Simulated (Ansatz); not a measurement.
Computed with DFT PBE, scalar-relativistic, plane waves, PAW (Ansatz 0.2.0). All cells share a 420 eV cutoff and Γ-centred k meshes spaced at most about 0.3 Å⁻¹ (about 0.25 or finer for metals, 2π included). No spin polarisation in the final relaxations.

These are static total energies at zero pressure.

Two relaxed structures of KCl₂:

A.

```yaml
crystal:
  lattice:
    - [4.23032, 0.00000, 0.00000]
    - [0.00000, 4.23032, 0.00000]
    - [0.00000, 0.00000, 5.32868]
  atoms:
    - { symbol: K, position: [0.50000, 0.50000, 0.00000] }
    - { symbol: Cl, position: [0.00000, 0.00000, 0.25224] }
    - { symbol: Cl, position: [0.00000, 0.00000, 0.74776] }
```

B.

```yaml
crystal:
  lattice:
    - [2.77641, 1.60296, 3.50372]
    - [-2.77641, 1.60296, 3.50372]
    - [0.00000, -3.20592, 3.50372]
  atoms:
    - { symbol: K, position: [0.50000, 0.50000, 0.50000] }
    - { symbol: Cl, position: [0.81544, 0.81544, 0.81544] }
    - { symbol: Cl, position: [0.18456, 0.18456, 0.18456] }
```

Question: Which is lower in energy, and by how much?

Answer: A is lower, by 248 meV/atom. A has space group P4/mmm (No. 123), 31.8 Å³/atom and no gap on its mesh; B has space group R-3m (No. 166), 31.2 Å³/atom and no gap. In A, around K lie 8 Cl at 3.28 Å; Cl is surrounded by 2 Cl at 2.64–2.69 Å and 4 K at 3.28 Å. In B, K has 8 Cl at 3.21–3.32 Å; Cl is surrounded by 4 K at 3.21–3.32 Å and 3 Cl at 3.23 Å. Both come from invented guesses.

In P4/mmm, R-3m an odd number of electrons in the primitive cell allows no gap without spin; a larger cell or a magnetic state could open one. A magnetic state wasn't ruled out in cells without spin, among them R-3m. Cells relaxed within their symmetry can be saddle points.
